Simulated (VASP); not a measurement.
Write the native input for VASP 6.6.1 that does the following.

```yaml
Task: relaxation of cell and atoms
Functional: PBE
Potentials_or_basis: VASP PAW PBE potentials, release 64 (Ga_d)
Cutoff: 520 eV
k_mesh: 17 × 17 × 13
Occupations: gaussian, width 0.1 eV
Spin: no spin polarisation
Further_INCAR_settings: ALGO = Normal; EDIFF = 1e-07; IBRION = 2; POTIM = 0.3; EDIFFG = -0.005; NSW = 60; ISIF = 3
```

The structure of Ga lies in POSCAR:

```
Ga                                      
1.0
    1.4132823950     -4.0652732697      0.0245234674
    1.4132823950      4.0652732697      0.0245234674
   -0.0615817738      0.0000000000      3.3379895460
  Ga            
     2
Direct
     0.8655542458455621    0.1344457541544380    0.2500000000000000
     0.1344457541544380    0.8655542458455621    0.7500000000000000
```

This isn't the form of Ga at room conditions, which is orthorhombic.

One way to write it, as run:

INCAR

```
PREC     = Accurate       # precision mode
ENCUT    = 520            # plane-wave cutoff, eV
EDIFF    = 1E-7           # SCF threshold, eV
ISMEAR   = 0              # smearing method
SIGMA    = 0.1            # smearing width, eV
LREAL    = F              # projectors in reciprocal space
LASPH    = T              # aspherical terms in the spheres
NELM     = 120            # most SCF steps
ALGO     = Normal         # electronic algorithm
ISIF     = 3              # what is computed and relaxed
LWAVE    = F              # write WAVECAR
LCHARG   = F              # write CHGCAR
GGA      = PE             # functional
IBRION   = 2              # ionic algorithm
NSW      = 60             # ionic steps
EDIFFG   = -0.005         # ionic threshold
POTIM    = 0.3            # step
```

KPOINTS

```
Automatic mesh
0
Gamma
  17 17 13
```

Potentials or basis: VASP PAW PBE potentials, release 64 (Ga_d).

Run with:

```bash
$ cat potpaw_PBE.64/Ga_d/POTCAR > POTCAR
$ mpirun -np 1 vasp_std > vasp.out
```

Results of the run:

| Quantity | Value |
| --- | --- |
| Relaxed volume | 19.18 Å³/atom |
| Relaxed cell | a = 4.301 Å, b = 4.301 Å, c = 3.339 Å, α = 90.01°, β = 90.01°, γ = 141.63° |
| Space group after relaxing (to 0.05 Å) | Cmcm (No. 63) |
| Energy gained by relaxing | 0.0 meV/atom |
| Ionic steps | 5 |
| Pressure after relaxing | 0.0 GPa |
| Band gap on the k mesh | none (metal or under the smearing width) |

Run time: 8.3 min on 1 thread of Intel(R) Xeon(R) 6975P-C (Granite Rapids), with other jobs on the host, peak memory 0.63 GiB.
